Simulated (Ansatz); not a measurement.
Ba under changes of volume

One of the cells (62.989 Å³/atom); the others are scaled copies at fixed shape and fractional positions:

```
Ba
1.0
    -2.50650    2.50650    2.50650
     2.50650   -2.50650    2.50650
     2.50650    2.50650   -2.50650
Ba
1
Cartesian
  0.0000 0.0000 0.0000
```

* Program: Ansatz 0.2.0
* Functional: r2SCAN
* Potentials or basis: Ansatz PAW
* Cutoff: 500 eV (not typed: the program's choice for these potentials)
* k mesh: 8 × 8 × 8
* Occupations: fermi-dirac, width 0.05 eV
* Spin: no spin polarisation

| volume (Å³/atom) | energy over the lowest point (meV/atom) | pressure (GPa) |
| --- | --- | --- |
| 59.209 | ? | ? |
| 60.469 | 8.10 | 0.7 |
| 61.729 | 3.78 | 0.5 |
| 62.989 | 1.12 | 0.3 |
| 64.249 | 0.00 | 0.1 |
| 65.508 | 0.29 | -0.1 |
| 66.768 | 1.89 | -0.3 |

**Question.** What does the run at 59.209 Å³/atom give?

**Answer.** Energy over the lowest point 14.21 meV/atom; pressure 0.9 GPa.

Worked out: A Birch-Murnaghan fit of order 3 (a polynomial in V^(-2/3)) to the other rows has its minimum at 64.61 Å³/atom with B0 = V·E''(V) = 9.0 GPa and B' = 3.1. It gives 14.22 meV/atom at 59.209 Å³/atom, against the run's 14.21, and -dE/dV = 0.9 GPa, against 0.9.

Energies are extrapolated to zero smearing.

Caveats: the PAW data sets come from PBE, with cores solved anew for the run's functional, which leaves a small shift of forces and pressure.
